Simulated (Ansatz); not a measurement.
# SiNi3: the cost of one run

Method: DFT PBEsol, scalar-relativistic, plane waves, PAW, in Ansatz 0.2.0.

2 further runs of the same task are left out: 2 set aside as unsound or not needed. Runs told in other sessions of the task aren't counted.

## (1) The structure to begin with

Symmetry: Pm-3m, No. 221, cubic system. Conventional cell: a = 3.461 Å, b = 3.461 Å, c = 3.461 Å, α = 90.00°, β = 90.00°, γ = 90.00°. Si (site symmetry m-3m) is surrounded by 12 Ni at 2.45 Å. Ni (site symmetry 4/mmm) has 4 Si at 2.45 Å and 8 Ni at 2.45 Å in its first shell of neighbours.

Structure file:

```xyz
4
Lattice="3.4612 0.0000 0.0000 0.0000 3.4612 0.0000 0.0000 0.0000 3.4612" Properties=species:S:1:pos:R:3 pbc="T T T"
Si    0.0000    0.0000    0.0000
Ni    0.0000    1.7306    1.7306
Ni    1.7306    0.0000    1.7306
Ni    1.7306    1.7306    0.0000
```

This cell was relaxed beforehand with the same method: volume 10.37 Å³/atom, gap on the mesh none (metal).

## (2) The reference: the undisturbed cell on the scan's mesh

input.yaml

```yaml
crystal:
  lattice:
    - [3.4612457518, 0.0, 0.0]
    - [0.0, 3.4612457518, 0.0]
    - [0.0, 0.0, 3.4612457518]
  atoms:
    - { symbol: Si, position: [0.0, 0.0, 0.0] }
    - { symbol: Ni, position: [0.0, 0.5, 0.5] }
    - { symbol: Ni, position: [0.5, 0.0, 0.5] }
    - { symbol: Ni, position: [0.5, 0.5, 0.0] }
basis:
  ecutwfc: 420
kpoints:
  mp_grid: { grid: [10, 10, 10] }
hamiltonian:
  xc: pbesol
scf:
  occupations: { method: gaussian, width: 0.15 }
output:
  forces: true
  stress: true
  eigenvalues: true
  write_density: true
  write_potential: true
  elf: true
  volumetric_format: npy
```

The run is started by

```sh
$ ansatz run input.yaml --threads 2 --pin off --max-ram 5120MiB --backend cpu --events-out ev --progress --plain --runs-dir out
```

**Question.** How long does this run take on 2 threads of AMD EPYC 7R43 (Zen 3), shared host, and how much memory does it need?

About 2.6 s, with a peak of 0.42 GiB.
